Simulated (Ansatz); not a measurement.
## Ti: how the axes shrink under pressure

Ti, P6/mmm, a = 4.568 Å, c = 2.825 Å. This isn't the element's structure at ambient conditions. Ansatz: r2SCAN, PAW, 500 eV, Γ-centred 12×12×14 mesh on 3 atoms, Gaussian smearing 0.10 eV; no spin polarisation. Cell and atoms are relaxed at each pressure, and no other structure is tried, so the rows at high pressure may lie past a change of phase. y = 100 ln(c/c0) with c0 = 2.8246 Å, so nearly a change in per cent. The pressures are the targets, met within 0.03 GPa.

```tsv
P (GPa)	y	100 ln(a/a0)
-2.0	?	?
0.0	0.00	0.00
2.0	-0.49	-0.57
5.0	-1.18	-1.38
10.0	-2.21	-2.61
20.0	-3.97	-4.74
40.0	-6.77	-8.12
```

Problem. Fit y = c1 P + c2 P² to the other rows, give the linear compressibility along c, and predict the missing y.

Solution. Least squares on the rows shown. y = −0.2336 P + 0.001615 P². The linear compressibility along c is −c1/100 = 2.34 per TPa, against 2.76 along a from the same fit to the last column (its missing entry is 0.61): the crystal is softer along a at low pressure. The runs next to zero pressure give 2.55 and 2.96, so a parabola over the whole range misstates the start. With a term in P³ added, the coefficient of P becomes -0.2502, 7 % more, which shows how far this figure hangs on the form. At P = -2.0 the fit asked for gives 0.47. The run gave 0.53, so the fit is 0.06 too low, within twice the rms miss on the fitted rows (0.04).

The mesh isn't the same in all rows (12×12×14, 12×12×16).